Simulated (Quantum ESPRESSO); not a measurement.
Crystal: GaN.

```
Ga N
1.0
     3.18000    0.00000    0.00000
    -1.59000    2.75396    0.00000
     0.00000    0.00000    5.16600
Ga N
2 2
Direct
  0.66667 0.33333 0.50000
  0.33333 0.66667 0.00000
  0.66667 0.33333 0.87500
  0.33333 0.66667 0.37500
```

| Item | Value |
| --- | --- |
| Program | Quantum ESPRESSO 7.5 |
| Task | phonons |
| Functional | PBE |
| Potentials or basis | PseudoDojo 0.4.1 SR PBE standard |
| Cutoff | 1143 eV |
| Density cutoff | 4572 eV |
| k mesh | 6 × 6 × 2, shifted |
| Occupations | fermi-dirac, width 0.05 eV |
| Spin | no spin polarisation |
| Mixing beta | 0.5 |
| Most SCF iterations | 120 |
| SCF threshold | 8e-10 Ry |

The atoms were relaxed first, and the response was taken there.

```
Ga N
1.0
     3.18000    0.00000    0.00000
    -1.59000    2.75396    0.00000
     0.00000    0.00000    5.16600
Ga N
2 2
Direct
  0.66667 0.33333 0.49892
  0.33333 0.66667 0.99892
  0.66667 0.33333 0.87608
  0.33333 0.66667 0.37608
```

The first run showed a gap, so the response started from a second, tighter run with fixed occupations.

Q: Where do the zone-centre optical modes lie?

A: E2 at 135 cm⁻¹ (Raman); B1 at 332 cm⁻¹ (silent); A1 at 534 cm⁻¹ (IR and Raman); E1 at 556 cm⁻¹ (IR and Raman); E2 at 568 cm⁻¹ (Raman); B1 at 692 cm⁻¹ (silent). Polar modes are given without the macroscopic field (transverse values).

Optical modes at Γ, degenerate ones joined, polar ones without the macroscopic field:
```csv
cm⁻¹,components,symmetry,active in,"IR intensity, summed ((D/Å)²/amu)"
135,2,E2,Raman,0.00
332,1,B1,silent,0.00
534,1,A1,IR and Raman,30.37
556,2,E1,IR and Raman,56.05
568,2,E2,Raman,0.00
692,1,B1,silent,0.00
```

Caveat: the k mesh is coarse (spacing up to 0.61 Å⁻¹), so the values aren't converged; the cell is more than 3 GPa from zero pressure, which shifts response properties.
